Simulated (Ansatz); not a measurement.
# Si on Cu(111): change of the work function, part 2 of 4

How does Si on the fcc site change the work function of Cu(111) as the layer fills?

Ansatz 0.2.0; plane-wave DFT, PBE, Ansatz PAW.

So far, work function, upper face (eV): step 2 (the clean slab) 4.79.

## Step 3: Adsorbate added, k-mesh 4×4×1, coverage 0.111 ML

System of this step: Si/Cu(111). The cell holds 37 atoms: 36 Cu and 1 Si. Cell: a = 7.658 Å, b = 7.658 Å, c = 26.276 Å, α = 90.0°, β = 90.0°, γ = 60.0°. Vacuum lies along c.

The clean slab as it ended is repeated in the plane and the adsorbate is set on one face; the cell's size fixes the coverage, and the k-mesh shrinks with it to keep the sampling density about even. Adsorbate and upper layers relax, since the dipole depends on the height.

Contents of input.yaml:

```yaml
crystal:
  lattice:
    - [7.6579664403, 1.0e-10, 0.0]
    - [3.8289832201, 6.6319934787, 0.0]
    - [0.0, 0.0, 26.2756942081]
  atoms:
    - { symbol: Cu, position: [0.0, 0.0, 0.3425218732] }
    - { symbol: Cu, position: [0.1111111111, 0.1111111111, 0.4218436394] }
    - { symbol: Cu, position: [0.2222222222, 0.2222222222, 0.5011654056] }
    - { symbol: Cu, position: [0.0, 0.0, 0.5804871717] }
    - { symbol: Cu, position: [0.0, 0.3333333333, 0.3425218732] }
    - { symbol: Cu, position: [0.1111111111, 0.4444444444, 0.4218436394] }
    - { symbol: Cu, position: [0.2222222222, 0.5555555556, 0.5011654056] }
    - { symbol: Cu, position: [0.0, 0.3333333333, 0.5804871717] }
    - { symbol: Cu, position: [0.0, 0.6666666667, 0.3425218732] }
    - { symbol: Cu, position: [0.1111111111, 0.7777777778, 0.4218436394] }
    - { symbol: Cu, position: [0.2222222222, 0.8888888889, 0.5011654056] }
    - { symbol: Cu, position: [0.0, 0.6666666667, 0.5804871717] }
    - { symbol: Cu, position: [0.3333333333, 0.0, 0.3425218732] }
    - { symbol: Cu, position: [0.4444444444, 0.1111111111, 0.4218436394] }
    - { symbol: Cu, position: [0.5555555556, 0.2222222222, 0.5011654056] }
    - { symbol: Cu, position: [0.3333333333, 0.0, 0.5804871717] }
    - { symbol: Cu, position: [0.3333333333, 0.3333333333, 0.3425218732] }
    - { symbol: Cu, position: [0.4444444444, 0.4444444444, 0.4218436394] }
    - { symbol: Cu, position: [0.5555555556, 0.5555555556, 0.5011654056] }
    - { symbol: Cu, position: [0.3333333333, 0.3333333333, 0.5804871717] }
    - { symbol: Cu, position: [0.3333333333, 0.6666666667, 0.3425218732] }
    - { symbol: Cu, position: [0.4444444444, 0.7777777778, 0.4218436394] }
    - { symbol: Cu, position: [0.5555555556, 0.8888888889, 0.5011654056] }
    - { symbol: Cu, position: [0.3333333333, 0.6666666667, 0.5804871717] }
    - { symbol: Cu, position: [0.6666666667, 0.0, 0.3425218732] }
    - { symbol: Cu, position: [0.7777777778, 0.1111111111, 0.4218436394] }
    - { symbol: Cu, position: [0.8888888889, 0.2222222222, 0.5011654056] }
    - { symbol: Cu, position: [0.6666666667, 0.0, 0.5804871717] }
    - { symbol: Cu, position: [0.6666666667, 0.3333333333, 0.3425218732] }
    - { symbol: Cu, position: [0.7777777778, 0.4444444444, 0.4218436394] }
    - { symbol: Cu, position: [0.8888888889, 0.5555555556, 0.5011654056] }
    - { symbol: Cu, position: [0.6666666667, 0.3333333333, 0.5804871717] }
    - { symbol: Cu, position: [0.6666666667, 0.6666666667, 0.3425218732] }
    - { symbol: Cu, position: [0.7777777778, 0.7777777778, 0.4218436394] }
    - { symbol: Cu, position: [0.8888888889, 0.8888888889, 0.5011654056] }
    - { symbol: Cu, position: [0.6666666667, 0.6666666667, 0.5804871717] }
    - { symbol: Si, position: [0.1111111111, 0.1111111111, 0.6574781268] }
kpoints:
  mp_grid: { grid: [4, 4, 1] }
hamiltonian:
  xc: pbe
scf:
  occupations: { method: fermi_dirac, width: 0.1 }
  convergence: { dr2_threshold: 1.0e-08 }
efield:
  axis: 3
  dipole_correction: true
  ramp_position: 0.97
  ramp_width: 0.06
relax:
  f_tol: 0.02
  max_steps: 60
  constraints:
    - { sites: [0, 1, 4, 5, 8, 9, 12, 13, 16, 17, 20, 21, 24, 25, 28, 29, 32, 33] }
output:
  write_potential: true
  write_density: true
  volumetric_format: npy
```

The run is started by

```
$ ansatz run input.yaml --threads 4 --pin off --max-ram 16384MiB --backend cpu --events-out ev --progress --plain --runs-dir out
```

Numbers of over 12 decimals in the logs are rounded to 6 here.

The log of the run:

```text
[...]
Crystal: 37 atoms, lattice volume = 1334.479 Å³
Basis set: ecut = 420 eV, 26073 PW (Γ), exchange–correlation on 108×108×360 points (8 copies of the dense FFT grid, shifted against one another)
Bands: 413, of which v1, the nominal top of the filled ones, is band 344 counted from 1 (343 counted from 0)
Symmetry: 6 space group operations
[...]
k-points: 4 of 16 (time reversal used)
[...]
SCF iter   1: F=—  HF=-239132.893991 eV  |F-HF|=—  |Δ(HF+E_count)|=         —  Δρ=1.67e-3  dr2=8.34e-2  ethr=1.77e-3  p=0.007 e·Å  D=9.89e-4 V/Å  ΔV_dip=-0.03 eV  dr2_dipole=6.75e-8  V_vac-E_F(+/−)=4.69/4.71 eV  ⟨swp⟩=7.0  Hψ=6650  notcnv=0  defer=176
[...]
SCF iter  13: F=-239132.944906 eV  HF=-239132.944906 eV  |F-HF|=5.02e-8  |Δ(HF+E_count)|=   1.30e-7  Δρ=5.56e-7  dr2=3.87e-9  ethr=1.45e-12  p=0.012 e·Å  D=1.62e-3 V/Å  ΔV_dip=-0.04 eV  dr2_dipole=2.33e-10  V_vac-E_F(+/−)=4.74/4.78 eV  ⟨swp⟩=7.5  Hψ=11229  notcnv=0
SCF 1 converged in 13 iterations: F = -239132.944906 eV  dr2 = 3.87e-9
[...]
relax step   1: F+E_penalty+E_count = -239132.94490587 eV  Δ(F+E_penalty+E_count) = +0.000e0 eV  max|allowed force component| = 1.670e0 eV/Å  Δτ_max = 0.0000 Å  (13 SCF iters, accepted)
[...]
iter 1 solved again at ethr=1.51e-5 eV; its pass at ethr=3.10e-3 eV (dr2=1.04e-1 eV) is discarded
[...]
SCF iter  12: F=-239133.141896 eV  HF=-239133.141896 eV  |F-HF|=3.30e-8  |Δ(HF+E_count)|=   1.30e-7  Δρ=9.04e-7  dr2=9.28e-9  ethr=1.45e-12  p=0.001 e·Å  D=1.02e-4 V/Å  ΔV_dip=-0.00 eV  dr2_dipole=4.86e-10  V_vac-E_F(+/−)=4.78/4.78 eV  ⟨swp⟩=9.2  Hψ=10486  notcnv=0
SCF 2 converged in 12 iterations: F = -239133.141896 eV  dr2 = 9.28e-9
[...]
relax step   2: F+E_penalty+E_count = -239133.14189583 eV  Δ(F+E_penalty+E_count) = -1.970e-1 eV  max|allowed force component| = 9.189e-1 eV/Å  Δτ_max = 0.1478 Å  (12 SCF iters, accepted)
SCF iter   1: F=—  HF=-239133.237059 eV  |F-HF|=—  |Δ(HF+E_count)|=         —  Δρ=1.99e-3  dr2=8.61e-2  ethr=2.12e-4  p=0.001 e·Å  D=1.02e-4 V/Å  ΔV_dip=-0.00 eV  dr2_dipole=9.58e-3  V_vac-E_F(+/−)=4.79/4.79 eV  ⟨swp⟩=5.2  Hψ=3546  notcnv=0  defer=186
[...]
SCF iter  13: F=-239133.217773 eV  HF=-239133.217773 eV  |F-HF|=1.96e-8  |Δ(HF+E_count)|=   2.17e-8  Δρ=4.68e-7  dr2=2.39e-9  ethr=1.45e-12  p=-0.003 e·Å  D=-3.41e-4 V/Å  ΔV_dip=0.01 eV  dr2_dipole=1.29e-11  V_vac-E_F(+/−)=4.79/4.78 eV  ⟨swp⟩=8.2  Hψ=10095  notcnv=0
SCF 3 converged in 13 iterations: F = -239133.217773 eV  dr2 = 2.39e-9
relax step   3: F+E_penalty+E_count = -239133.21777336 eV  Δ(F+E_penalty+E_count) = -7.588e-2 eV  max|allowed force component| = 1.647e-1 eV/Å  Δτ_max = 0.1578 Å  (13 SCF iters, accepted)
SCF iter   1: F=—  HF=-239133.223432 eV  |F-HF|=—  |Δ(HF+E_count)|=         —  Δρ=6.32e-4  dr2=2.78e-3  ethr=3.25e-6  p=-0.003 e·Å  D=-3.41e-4 V/Å  ΔV_dip=0.01 eV  dr2_dipole=7.95e-6  V_vac-E_F(+/−)=4.79/4.78 eV  ⟨swp⟩=4.2  Hψ=4424  notcnv=0  defer=186
[...]
SCF iter  10: F=-239133.222070 eV  HF=-239133.222070 eV  |F-HF|=1.02e-7  |Δ(HF+E_count)|=   5.72e-8  Δρ=6.29e-7  dr2=4.56e-9  ethr=1.45e-12  p=-0.003 e·Å  D=-4.30e-4 V/Å  ΔV_dip=0.01 eV  dr2_dipole=1.41e-10  V_vac-E_F(+/−)=4.79/4.78 eV  ⟨swp⟩=9.2  Hψ=11249  notcnv=0
SCF 4 converged in 10 iterations: F = -239133.222070 eV  dr2 = 4.56e-9
relax step   4: F+E_penalty+E_count = -239133.22206969 eV  Δ(F+E_penalty+E_count) = -4.296e-3 eV  max|allowed force component| = 1.324e-2 eV/Å  Δτ_max = 0.0137 Å  (10 SCF iters, accepted)
NSCF: frozen V_eff on 4 k-points
[...]
SCF converged after 10 iterations
Free energy (F): -239133.222070 eV
[...]
Internal energy: -239132.764124 eV  (E = F + TS)
E sigma→0 (E₀):  -239132.993097 eV
Entropy (-TS):   -0.457945 eV (-12.377 meV/atom)
Fermi energy:    2.290593 eV
Dipole field:    D = -0.000424 V/Å  (p = -0.003127 e·Å, saw-weighted, corrected)
Work function:   Φ+ = 4.7920 eV   Φ− = 4.7809 eV
[...]
--- Forces (eV/Å), atoms counted from 1 ---
  atom   1  Cu     0.01803605     0.01041312    -0.01136085
  atom   2  Cu     0.00000000     0.00000000    -0.05698619
  atom   3  Cu    -0.00835706    -0.00482495     0.01266669
  atom   4  Cu    -0.00543277    -0.00313661    -0.00649715
  atom   5  Cu     0.00000000    -0.02082624    -0.01136085
  atom   6  Cu     0.02716738     0.00189729     0.02346532
  atom   7  Cu     0.00622341    -0.00359309     0.00594986
  atom   8  Cu    -0.00000000     0.00627322    -0.00649715
  atom   9  Cu    -0.03149788     0.01818531     0.00217918
  atom  10  Cu     0.01194059    -0.02447628     0.02346532
  atom  11  Cu    -0.00000000     0.00964990     0.01266669
  atom  12  Cu     0.00675124    -0.00389783    -0.00265583
  atom  13  Cu    -0.01803605     0.01041312    -0.01136085
  atom  14  Cu     0.01522679     0.02257899     0.02346532
  atom  15  Cu    -0.00000000     0.00718618     0.00594986
  atom  16  Cu     0.00543277    -0.00313661    -0.00649715
  atom  17  Cu     0.01523145     0.00879388     0.01444097
  atom  18  Cu    -0.00000000     0.00000000     0.01337647
  atom  19  Cu    -0.00622341    -0.00359309     0.00594986
  atom  20  Cu    -0.01001096    -0.00577983     0.00633656
  atom  21  Cu     0.00000000    -0.01758776     0.01444097
  atom  22  Cu    -0.01194059    -0.02447628     0.02346532
  atom  23  Cu    -0.00356464     0.00205805    -0.01323730
  atom  24  Cu    -0.00000000     0.01155967     0.00633656
  atom  25  Cu     0.00000000    -0.03637062     0.00217918
  atom  26  Cu    -0.01522679     0.02257899     0.02346532
  atom  27  Cu     0.00835706    -0.00482495     0.01266669
  atom  28  Cu    -0.00000000     0.00779566    -0.00265583
  atom  29  Cu    -0.01523145     0.00879388     0.01444097
  atom  30  Cu    -0.02716738     0.00189729     0.02346532
  atom  31  Cu     0.00000000    -0.00411609    -0.01323730
  atom  32  Cu     0.01001096    -0.00577983     0.00633656
  atom  33  Cu     0.03149788     0.01818531     0.00217918
  atom  34  Cu    -0.00000000     0.00000000    -0.11961732
  atom  35  Cu     0.00356464     0.00205805    -0.01323730
  atom  36  Cu    -0.00675124    -0.00389783    -0.00265583
  atom  37  Si     0.00000000     0.00000000    -0.00101357
  max |Σ_I F_I| component: 1.77e-5 eV/Å
--- Band table (eV) ---
  k-point 0: bands = [... 340 lower, 1.2721, 1.4728, 1.4728, 1.7447, 1.8613, 1.8613, 1.8913, 2.2627, ... 65 higher]
  k-point 1: bands = [... 340 lower, 1.4482, 1.5278, 1.5790, 1.6822, 2.2104, 2.4034, 2.6491, 2.8158, ... 65 higher]
  k-point 2: bands = [... 340 lower, 2.1098, 2.1246, 2.1335, 2.3063, 2.5045, 2.5679, 2.5887, 2.6974, ... 65 higher]
  k-point 3: bands = [... 340 lower, 2.0816, 2.1300, 2.1613, 2.3909, 2.4636, 2.6702, 2.6964, 2.7562, ... 65 higher]
--- Relaxed structure (4 steps of the walk, 4 accepted, 0 SCFs on fresh bases) ---
  F+E_penalty+E_count = -239133.22206969 eV   max|allowed force component| = 1.324e-2 eV/Å
  atoms:
    - { symbol: Cu, position: [1.1111113280699722e-11, 1.111111328069972e-11, 0.3425218732] }
    - { symbol: Cu, position: [0.111111, 0.111111, 0.421844] }
    - { symbol: Cu, position: [0.222011, 0.222011, 0.500905] }
    - { symbol: Cu, position: [-0.0039865, -0.0039865, 0.580498] }
    - { symbol: Cu, position: [1.1111167541599798e-11, 0.333333, 0.3425218732] }
    - { symbol: Cu, position: [0.111111, 0.444444, 0.421844] }
    - { symbol: Cu, position: [0.222686, 0.555324, 0.501486] }
    - { symbol: Cu, position: [-0.0039865, 0.341306, 0.580498] }
    - { symbol: Cu, position: [-2.2222168549745902e-11, 0.666667, 0.3425218732] }
    - { symbol: Cu, position: [0.111111, 0.777778, 0.421844] }
    - { symbol: Cu, position: [0.222011, 0.889310, 0.500905] }
    - { symbol: Cu, position: [-0.000815981, 0.667075, 0.579791] }
    - { symbol: Cu, position: [0.333333, 1.111111328069972e-11, 0.3425218732] }
    - { symbol: Cu, position: [0.444444, 0.111111, 0.421844] }
    - { symbol: Cu, position: [0.555324, 0.222686, 0.501486] }
    - { symbol: Cu, position: [0.341306, -0.0039865, 0.580498] }
    - { symbol: Cu, position: [0.333333, 0.333333, 0.3425218732] }
    - { symbol: Cu, position: [0.444444, 0.444444, 0.421844] }
    - { symbol: Cu, position: [0.555324, 0.555324, 0.501486] }
    - { symbol: Cu, position: [0.332995, 0.332995, 0.581416] }
    - { symbol: Cu, position: [0.333333, 0.666667, 0.3425218732] }
    - { symbol: Cu, position: [0.444444, 0.777778, 0.421844] }
    - { symbol: Cu, position: [0.556276, 0.888529, 0.500519] }
    - { symbol: Cu, position: [0.332995, 0.667342, 0.581416] }
    - { symbol: Cu, position: [0.666667, -2.22222043069289e-11, 0.3425218732] }
    - { symbol: Cu, position: [0.777778, 0.111111, 0.421844] }
    - { symbol: Cu, position: [0.889310, 0.222011, 0.500905] }
    - { symbol: Cu, position: [0.667075, -0.000815981, 0.579791] }
    - { symbol: Cu, position: [0.666667, 0.333333, 0.3425218732] }
    - { symbol: Cu, position: [0.777778, 0.444444, 0.421844] }
    - { symbol: Cu, position: [0.888529, 0.556276, 0.500519] }
    - { symbol: Cu, position: [0.667342, 0.332995, 0.581416] }
    - { symbol: Cu, position: [0.666667, 0.666667, 0.3425218732] }
    - { symbol: Cu, position: [0.777778, 0.777778, 0.421844] }
    - { symbol: Cu, position: [0.888529, 0.888529, 0.500519] }
    - { symbol: Cu, position: [0.667075, 0.667075, 0.579791] }
    - { symbol: Si, position: [0.111111, 0.111111, 0.646084] }
```

The job ended after 11 min (4 threads of Arm Neoverse V1, shared host; peak memory 9.5 GiB; 33 min of CPU time).

Relaxation path:

| step | energy less that of the first step (eV) | largest force component (eV/Å) |
| --- | --- | --- |
| 1 | 0.0000 | 1.6698 |
| 2 | -0.1970 | 0.9189 |
| 3 | -0.2729 | 0.1647 |
| 4 | -0.2772 | 0.0132 |

The run keeps the 6 symmetry operations that it works with, so distortions that break them were not tested.

The atoms that moved most (Å):

| atom | dx | dy | dz | length |
| --- | --- | --- | --- | --- |
| Si37 | 0.000 | 0.000 | -0.299 | 0.299 |
| Cu4 | -0.046 | -0.026 | 0.000 | 0.053 |
| Cu8 | 0.000 | 0.053 | 0.000 | 0.053 |
| Cu16 | 0.046 | -0.026 | 0.000 | 0.053 |
| Cu32 | 0.004 | -0.002 | 0.024 | 0.025 |
| Cu20 | -0.004 | -0.002 | 0.024 | 0.025 |
| Cu24 | 0.000 | 0.004 | 0.024 | 0.025 |
| Cu36 | 0.005 | 0.003 | -0.018 | 0.019 |

Final coordinates:

```xyz
37
Lattice="7.6580 0.0000 0.0000 3.8290 6.6320 0.0000 0.0000 0.0000 26.2757" Properties=species:S:1:pos:R:3
Cu    0.0000    0.0000    9.0000
Cu    1.2763    0.7369   11.0842
Cu    2.5502    1.4724   13.1616
Cu   -0.0458   -0.0264   15.2530
Cu    1.2763    2.2107    9.0000
Cu    2.5527    2.9476   11.0842
Cu    3.8316    3.6829   13.1769
Cu    1.2763    2.2635   15.2530
Cu    2.5527    4.4213    9.0000
Cu    3.8290    5.1582   11.0842
Cu    5.1053    5.8979   13.1616
Cu    2.5480    4.4240   15.2344
Cu    2.5527    0.0000    9.0000
Cu    3.8290    0.7369   11.0842
Cu    5.1053    1.4769   13.1769
Cu    2.5984   -0.0264   15.2530
Cu    3.8290    2.2107    9.0000
Cu    5.1053    2.9476   11.0842
Cu    6.3790    3.6829   13.1769
Cu    3.8251    2.2084   15.2771
Cu    5.1053    4.4213    9.0000
Cu    6.3816    5.1582   11.0842
Cu    7.6621    5.8927   13.1515
Cu    5.1053    4.4258   15.2771
Cu    5.1053    0.0000    9.0000
Cu    6.3816    0.7369   11.0842
Cu    7.6604    1.4724   13.1616
Cu    5.1053   -0.0054   15.2344
Cu    6.3816    2.2107    9.0000
Cu    7.6580    2.9476   11.0842
Cu    8.9343    3.6892   13.1515
Cu    6.3855    2.2084   15.2771
Cu    7.6580    4.4213    9.0000
Cu    8.9343    5.1582   11.0842
Cu   10.2065    5.8927   13.1515
Cu    7.6627    4.4240   15.2344
Si    1.2763    0.7369   16.9763
```

Numbers from this step:

- energy at zero smearing: -239132.9931 eV
- work function, upper face: 4.792 eV
- dipole along the normal: -0.003127 e·Å

Running mean over 2.084 Å of the planar mean; the ramp of the sawtooth is left out. The electron's electrostatic potential energy less the Fermi level by z:

| z (Å) | electron's electrostatic potential energy less the Fermi level (eV) |
| --- | --- |
| 3.5 | 4.78 |
| 4.0 | 4.78 |
| 4.5 | 4.78 |
| 5.0 | 4.78 |
| 5.5 | 4.77 |
| 6.0 | 4.73 |
| 6.5 | 4.59 |
| 7.0 | 4.10 |
| 7.5 | 1.99 |
| 8.0 | -2.76 |
| 8.5 | -7.11 |
| 9.0 | -8.55 |
| 9.5 | -8.75 |
| 10.0 | -8.79 |
| 10.5 | -8.83 |
| 11.0 | -8.85 |
| 11.5 | -8.86 |
| 12.0 | -8.87 |
| 12.5 | -8.85 |
| 13.0 | -8.83 |
| 13.5 | -8.81 |
| 14.0 | -8.76 |
| 14.5 | -8.76 |
| 15.0 | -8.78 |
| 15.5 | -8.49 |
| 16.0 | -6.16 |
| 16.5 | -1.65 |
| 17.0 | 1.77 |
| 17.5 | 2.94 |
| 18.0 | 3.72 |
| 18.5 | 4.38 |
| 19.0 | 4.68 |
| 19.5 | 4.76 |
| 20.0 | 4.78 |
| 20.5 | 4.79 |
| 21.0 | 4.79 |
| 21.5 | 4.79 |
| 22.0 | 4.79 |
| 22.5 | 4.79 |
| 23.0 | 4.79 |

The relaxation took 4 steps and lowered the energy by 0.28 eV; the largest force on the free atoms ends at 0.013 eV/Å.

The covered face has 4.79 eV, +0.01 eV against the clean one; the bare back face has moved by -0.00 eV, a measure of how thin the slab is.

(Continued in part 3 of 4.)

[Logs are printed without paths, hosts, clocks, repeated set-up lines and the standing remarks that a program may print on its own settings, such as how far it seeks lower states.]

[Hosts, paths, dates, database ids (printed as entryN), source tags and the programs' standing remarks are cut or masked in the printed files.]

[Maps of the electrostatic potential energy from Ansatz leave out the sawtooth potential of an applied field or a dipole correction, so their vacuum need not be flat; planar profiles and work functions include it.]
